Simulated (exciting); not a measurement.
**ZrC: energy against volume and a worked fit**

Symmetry: Fm-3m, No. 225, cubic system. Conventional cell: a = 4.730 Å, b = 4.730 Å, c = 4.730 Å, α = 90.00°, β = 90.00°, γ = 90.00°. Zr (site symmetry m-3m) has 6 C at 2.37 Å as nearest neighbours. Around C (site symmetry m-3m) lie 6 Zr at 2.37 Å.

The cell was scaled at fixed shape and fractions and run with exciting, all-electron LAPW+lo, shipped species files, valence relativity iora*; PBEsol, k mesh 10 × 10 × 10 on the cell of 2 atoms, fermi-dirac occupations of 0.05 eV, no spin polarisation, no spin-orbit coupling. Energies are those that the program minimises, any entropy of the smearing included. For a metal such a mesh isn't converged to the digits shown.

| V (Å³/atom) | energy over the lowest row (meV/atom) |
| --- | --- |
| 12.4343 | 5.26 |
| 12.6989 | 0.00 |
| 12.9634 | ? |
| 13.2280 | 13.32 |
| 13.4925 | 30.30 |
| 13.7571 | 53.37 |
| 14.0217 | 81.66 |

Q: Fit the third-order Birch-Murnaghan form, give V0, B0 and B′, and predict the energy left open.

A: With y = (V0/V)^(2/3), E = E0 + (9 V0 B0/16) [(y - 1)³ B′ + (y - 1)² (6 - 4y)]. Least squares through the rows shown give V0 = 12.7315 Å³/atom, E0 = -0.08 meV, B0 = 236.9 GPa (1 eV/Å³ = 160.218 GPa) and B′ = 4.20, with a largest miss of 0.05 meV. At V = 12.9634 the form with these constants gives 2.95 meV; the run gave 2.94 meV an atom.
